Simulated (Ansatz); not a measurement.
## CsCl-type HfC

Method: PBE, scalar-relativistic; no spin polarisation; PAW, 420 eV, 12×12×12 k-mesh, Gaussian smearing of 0.05 eV; code Ansatz. The datasets are Ansatz's generated set soft_2.

```
Hf C
1.0
     2.90089    0.00000    0.00000
     0.00000    2.90089    0.00000
     0.00000    0.00000    2.90089
Hf C
1 1
Direct
  0.00000 0.00000 0.00000
  0.50000 0.50000 0.50000
```

The cell came from substitution into a structure type; whether the compound takes it is for experiment to say.

The run above is the reference. The same cell was run again with other input settings; several of them aren't fit for production, so the rows show the settings' effect and aren't properties of the material.

```tsv
keys changed	outcome	ΔE (meV/atom)	P (GPa)	gap on the mesh (eV)	cell moment (μB)	largest force component (eV/Å)	SCF iterations	rough core-seconds	new warnings
none (reference)	converged	0.0	0.0	metal	–	0.000	–	–	–
hamiltonian.hubbard: {"sites": [{"species": "Hf", "l": "d", "u_eff": 1.0}], "double_counting": "fll"}; basis.ecutwfc: 420 → "700 eV"	converged	–	1.5	metal	–	0.000	8	10	filled band counts differ across k points
hamiltonian.xc: "pbe" → "lda"	converged	–	-12.3	metal	–	0.000	7	2.6	–
hamiltonian.hubbard: {"sites": [{"species": "Hf", "l": "d", "u_eff": 1.0}], "double_counting": "amf"}	converged	–	0.0	metal	–	0.000	8	5	filled band counts differ across k points
scf.algorithm: "density_mixing"; kpoints.mp_grid.grid: [12, 12, 12] → [18, 18, 18]	converged	-2.6	0.1	metal	–	0.000	6	6	–
hamiltonian.pseudopotentials: {"kind": "nc"}	converged	–	-48.4	metal	–	0.000	14	3	cutoff below recommended
hamiltonian.dispersion: "d4"	converged	–	-3.4	metal	–	0.000	6	2.7	–
```

ΔE is the energy with the smearing extrapolated to zero. It is left out where the change alters the Hamiltonian or the spin treatment. The varied runs start from atomic densities (corrected by the program's trained start where that serves), with the default search for lower states unless a row changes it.

(1) What happens with these changes: hamiltonian.xc: "pbe" → "lda"; crystal.symmetry: {"detect": false}; scf.algorithm: "density_mixing"?

(2) What happens with these changes: kpoints.mp_grid.grid: [12, 12, 12] → [18, 18, 18]; hamiltonian.dispersion: "d3bj"?

Answers:

(1) outcome converged, P (GPa) -12.3, gap on the mesh (eV) metal, largest force component (eV/Å) 0.000, SCF iterations 7, rough core-seconds 40.

(2) outcome converged, P (GPa) -4.9, gap on the mesh (eV) metal, largest force component (eV/Å) 0.000, SCF iterations 6, rough core-seconds 8.

Other pseudopotential files need their own cutoff; where it is too low, pressure and moments show the cutoff and not the files.

The pair part of a dispersion correction pulls inward (a three-body part mostly pushes out), and in metals and ionic crystals with large ions it often overbinds.

1 further run (cut off, refused for memory, with changed atoms or starts, or in doubt) is left out.

Of the reference: These numbers lack spin–orbit coupling. A displaced or strained copy of the relaxed cell lay 11.9 meV/atom lower, so the structure isn't a true minimum at this level.
